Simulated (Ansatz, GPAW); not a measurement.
Al₂O₃: GLLB-SC, run from Python

These are simulated results from GPAW 26.7.0, not measurements. The cell was built from a prototype and was relaxed with r2SCAN in plane waves (Ansatz 0.2.0). Not every such cell is a known phase. All runs are without spin polarisation.

The symmetry is P-3m1 (No. 164, trigonal); conventional cell a = 2.864 Å, c = 6.833 Å, 9.71 Å³ an atom. Al has 6 O at 1.78–2.14 Å; O has 6 Al at 2.14 Å; O has 3 Al at 1.78 Å.

GLLB-SC is a model potential. Its fundamental gap is the Kohn-Sham gap plus a derivative discontinuity, which the script evaluates at the band edges among the listed k points. Its total energy isn't variational and serves nothing here.

The script, run.py:

```python
import json
from ase import Atoms
from gpaw import GPAW, PW, FermiDirac

atoms = Atoms(['Al', 'Al', 'O', 'O', 'O'],
              cell=[[2.86414202, 0.0, 0.0], [-1.43207101, 2.48041975, 0.0], [0.0, 0.0, 6.83328005]],
              scaled_positions=[[0.333333333, 0.666666667, 0.199340841], [0.666666667, 0.333333333, 0.800659159], [0.0, 0.0, 0.0], [0.333333333, 0.666666667, 0.703206644], [0.666666667, 0.333333333, 0.296793356]],
              pbc=True)
calc = GPAW(mode=PW(400), xc='GLLBSC', kpts={'size': (6, 6, 4), 'gamma': True},
            occupations=FermiDirac(0.02), maxiter=100, legacy_gpaw=True, txt='gpaw.txt')
atoms.calc = calc
res = {'energy': atoms.get_potential_energy(force_consistent=True)}
res['electrons'] = calc.get_number_of_electrons()
res['k'] = calc.get_ibz_k_points().tolist()
res['levels'] = [calc.get_eigenvalues(kpt=i).tolist() for i in range(len(res['k']))]
points = [[0.0, 0.0, 0.0], [0.5, 0.0, 0.0], [0.333333, 0.333333, 0.0], [0.0, 0.0, 0.5], [0.5, 0.0, 0.5], [0.333333, 0.333333, 0.5], [-0.072917, 0.135417, 0.005208]]
bands = calc.fixed_density(kpts=points, symmetry='off', nbands=round(res['electrons']) // 2 + 6, convergence={'bands': -2}, txt='bands.txt')
res['points'] = [bands.get_eigenvalues(kpt=i).tolist() for i in range(len(points))]
homo, lumo = bands.get_homo_lumo()
potential = calc.hamiltonian.xc.response.calculate_discontinuity_potential(homo, lumo)
res['discontinuity'] = bands.hamiltonian.xc.response.calculate_discontinuity(potential)
json.dump(res, open('results.json', 'w'))
print('free energy (eV):', round(res['energy'], 5))
```

Command: `python run.py`. It took 16 s on 1 thread of Arm Neoverse V2, with other jobs on the host, peak memory 0.15 GiB.

The log gpaw.txt, trimmed of paths, versions and times, then the last line on the terminal. An iter line gives the energy in eV and the logarithms of the changes of orbitals (plane waves alone) and density (c: converged):

```
___ ___ ___ _ _ _
 |   |   |_  | | | |

 | | | | | . | | | |

 |__ |  _|___|_____|  26.7.0
 |___|_|

Input parameters:
  kpts: {gamma: True,
         size: (6, 6, 4)}
  maxiter: 100
  mode: {ecut: 400.0,
         name: pw}
  occupations: {fixmagmom: False,
                name: fermi-dirac,
                width: 0.02}
  xc: GLLBSC

System changes: positions, numbers, cell, pbc, initial_charges, initial_magmoms

Initialize ...

species:
  Al:
    name:    Aluminium
    Z:       13.0
    valence: 3
    core:    10
    charge:  0.0  # [|e|]
    compensation charges:
      type: gauss
      rc: 0.34  # [Å]
      lmax: 2
    cutoffs:
      filter: 1.91  # [Å]
      core: 2.36  # [Å]
    projectors
    | kind |    occ | energy [eV] | rcut [Å] |

    |------|--------|-------------|----------|

    |   3s |  2.000 |      -7.950 |    1.085 |

    |   3p |  1.000 |      -3.225 |    1.085 |

    |    s |        |      19.261 |    1.085 |

    |    p |        |      23.986 |    1.085 |

    |    d |        |       0.000 |    1.085 |

    Using partial waves for Al as LCAO basis

  O:
    name:    Oxygen
    Z:       8.0
    valence: 6
    core:    2
    charge:  0.0  # [|e|]
    compensation charges:
      type: gauss
      rc: 0.21  # [Å]
      lmax: 2
    cutoffs:
      filter: 1.17  # [Å]
      core: 0.83  # [Å]
    projectors
    | kind |    occ | energy [eV] | rcut [Å] |

    |------|--------|-------------|----------|

    |   2s |  2.000 |     -28.986 |    0.688 |

    |   2p |  4.000 |     -13.358 |    0.598 |

    |    s |        |      -1.774 |    0.688 |

    |    p |        |      13.853 |    0.598 |

    |    d |        |       0.000 |    0.619 |

    Using partial waves for O as LCAO basis

Reference energy: -19280.206231  # eV

Spin-paired calculation

Convergence criteria:
 Maximum [total energy] change in last 3 cyles: 0.0005 eV / valence electron
 Maximum integral of absolute [dens]ity change: 0.0001 electrons / valence electron
 Maximum integral of absolute [eigenst]ate change: 4e-08 eV^2 / valence electron
 Maximum number of scf [iter]ations: 100
 (Square brackets indicate name in SCF output, whereas a 'c' in
 the SCF output indicates the quantity has converged.)

Symmetries present (total): 12

  ( 1  1  0)  ( 1  1  0)  ( 1  0  0)  ( 1  0  0)  ( 0  1  0)  ( 0  1  0)
  ( 0 -1  0)  (-1  0  0)  ( 0  1  0)  (-1 -1  0)  ( 1  0  0)  (-1 -1  0)
  ( 0  0  1)  ( 0  0 -1)  ( 0  0  1)  ( 0  0 -1)  ( 0  0 -1)  ( 0  0  1)

  ( 0 -1  0)  ( 0 -1  0)  (-1  0  0)  (-1  0  0)  (-1 -1  0)  (-1 -1  0)
  ( 1  1  0)  (-1  0  0)  ( 1  1  0)  ( 0 -1  0)  ( 1  0  0)  ( 0  1  0)
  ( 0  0 -1)  ( 0  0  1)  ( 0  0  1)  ( 0  0 -1)  ( 0  0  1)  ( 0  0 -1)

144 k-points: 6 x 6 x 4 Monkhorst-Pack grid + [1/12,1/12,1/8]
24 k-points in the irreducible part of the Brillouin zone
       k-points in crystal coordinates                weights
   0:     0.00000000    0.00000000    0.00000000          1/144
   1:     0.00000000    0.00000000    0.25000000          2/144
   2:     0.00000000    0.00000000    0.50000000          1/144
   3:     0.16666667    0.00000000   -0.25000000          6/144
   4:     0.16666667    0.00000000    0.00000000          6/144
   5:     0.16666667    0.00000000    0.25000000          6/144
   6:     0.16666667    0.00000000    0.50000000          6/144
   7:     0.33333333   -0.16666667    0.00000000          6/144
   8:     0.33333333   -0.16666667    0.25000000         12/144
   9:     0.33333333   -0.16666667    0.50000000          6/144
          ...
  23:     0.50000000    0.50000000    0.50000000          3/144

Wave functions: Plane wave expansion
  Cutoff energy: 400.000 eV
  Number of coefficients (min, max): 861, 899
  Pulay-stress correction: 0.000000 eV/Ang^3 (de/decut=0.000000)
  Using FFTW library
  ScaLapack parameters: grid=1x1, blocksize=None
  Wavefunction extrapolation:
    Improved wavefunction reuse through dual PAW basis

Occupation numbers: Fermi-Dirac:
  width: 0.0200  # eV

Eigensolver
   Davidson(niter=2)

Densities:
  Coarse grid: 14*14*32 grid
  Fine grid: 28*28*64 grid
  Total Charge: 0.000000

Density mixing:
  Method: separate
  Backend: msr1
  Linear mixing parameter: 0.05
  old densities: 10
  Width of damping distribution: 1.1
  Damping of long wavelength oscillations: 20

Hamiltonian:
  XC and Coulomb potentials evaluated on a 28*28*64 grid
  Using the GLLBSC Exchange-Correlation functional
  External potential:
    NoExternalPotential

XC parameters: GLLBSC functional being used consists of
  -----------------------------------------------------------------------
  | Weight | Module     | Description                                   |

  -----------------------------------------------------------------------
  |  1.000 | SCREENING  | GGA_X_PBE_SOL with 2 nearest neighbor stencil |

  |  1.000 | RESPONSE   | eps=0.0500 eV                                 |

  |  1.000 | XC         | GGA_C_PBE_SOL with 2 nearest neighbor stencil |

  -----------------------------------------------------------------------

Memory estimate:
  Process memory now: 110.10 MiB
  Calculator: 14.94 MiB
    Density: 3.37 MiB
      Arrays: 1.24 MiB
      Localized functions: 1.17 MiB
      Mixer: 0.96 MiB
    Hamiltonian: 0.84 MiB
      Arrays: 0.81 MiB
      XC: 0.00 MiB
      Poisson: 0.00 MiB
      vbar: 0.03 MiB
    Wavefunctions: 10.73 MiB
      Arrays psit_nG: 6.26 MiB
      Eigensolver: 0.38 MiB
      Projections: 0.45 MiB
      Projectors: 3.07 MiB
      PW-descriptor: 0.57 MiB

Total number of cores used: 1

Number of atoms: 5
Number of atomic orbitals: 20
Number of bands in calculation: 19
Number of valence electrons: 24
Bands to converge: occupied

... initialized

Initializing position-dependent things.

Density initialized from atomic densities
Creating initial wave functions:
  19 bands from LCAO basis set
Positions:
   0 Al    -0.000000    1.653613    1.362152    ( 0.0000,  0.0000,  0.0000)
   1 Al     1.432071    0.826807    5.471128    ( 0.0000,  0.0000,  0.0000)
   2 O      0.000000    0.000000    0.000000    ( 0.0000,  0.0000,  0.0000)
   3 O     -0.000000    1.653613    4.805208    ( 0.0000,  0.0000,  0.0000)
   4 O      1.432071    0.826807    2.028072    ( 0.0000,  0.0000,  0.0000)

Unit cell:
           periodic     x           y           z      points  spacing
  1. axis:    yes    2.864142    0.000000    0.000000    14     0.1772
  2. axis:    yes   -1.432071    2.480420    0.000000    14     0.1772
  3. axis:    yes    0.000000    0.000000    6.833280    32     0.2135

  Lengths:   2.864142   2.864142   6.833280
  Angles:   90.000000  90.000000 120.000000

Effective grid spacing dv^(1/3) = 0.1978

iter:   1   -41.714912
iter:   2   -40.628113   -1.92  -0.70
iter:   3   -31.758268   -0.63  -0.73
iter:   4   -32.297531   -1.91  -1.19
iter:   5   -32.607022   -1.75  -1.38
iter:   6   -31.899743   -2.41  -1.62
iter:   7   -31.833596   -3.49  -2.49
iter:   8   -31.902049   -3.94  -2.54
iter:   9   -31.893253   -4.50  -3.06
iter:  10   -31.889412   -4.98  -3.46
iter:  11   -31.891713c  -5.55  -3.64
iter:  12   -31.892932c  -6.26  -4.17c
iter:  13   -31.893411c  -6.72  -4.23c
iter:  14   -31.893108c  -7.47c -4.71c

Converged after 14 iterations.

Energy contributions relative to reference atoms: (reference = -19280.206231)

Kinetic:        +29.834688
Potential:      -16.162390
External:        +0.000000
XC:             -45.275658
Entropy (-ST):   -0.000000
Local:           -0.289748
SIC:             +0.000000
--------------------------
Free energy:    -31.893108
Extrapolated:   -31.893108

GLLBSC response reference energy: 2.08896 eV (from HOMO)

Showing only first 2 kpts
 Kpt  Band  Eigenvalues  Occupancy
  0    10      1.29204    2.00000
  0    11      2.01647    2.00000
  0    12      7.96612    0.00000
  0    13     10.95617    0.00000

  1    10      1.32371    2.00000
  1    11      1.71853    2.00000
  1    12      8.27296    0.00000
  1    13     10.78147    0.00000

Fermi level: 3.65740

Gap: 5.877 eV
Transition (v -> c):
  (s=0, k=4, n=11, [0.17, 0.00, 0.00]) -> (s=0, k=0, n=12, [0.00, 0.00, 0.00])
Direct/indirect transitions are different
Direct gap: 5.950 eV
Transition at: (s=0, k=0, n=11, [0.00, 0.00, 0.00])

free energy (eV): -31.89311
```

The gap in the log is over the mesh alone; results.json adds the listed points. GLLB-SC gives a gap of 7.91 eV (5.825 eV Kohn-Sham over the listed points plus 2.084 eV discontinuity). On the same cell, plane-wave PBE (Ansatz, 12×12×4 k points and the special points) gives a gap of 4.80 eV and r2SCAN a gap of 5.65 eV; on shared hosts these took about 4.2 and 17 core-seconds on the 5-atom cell, against 16 for the script. Semilocal gaps usually lie below measured ones.
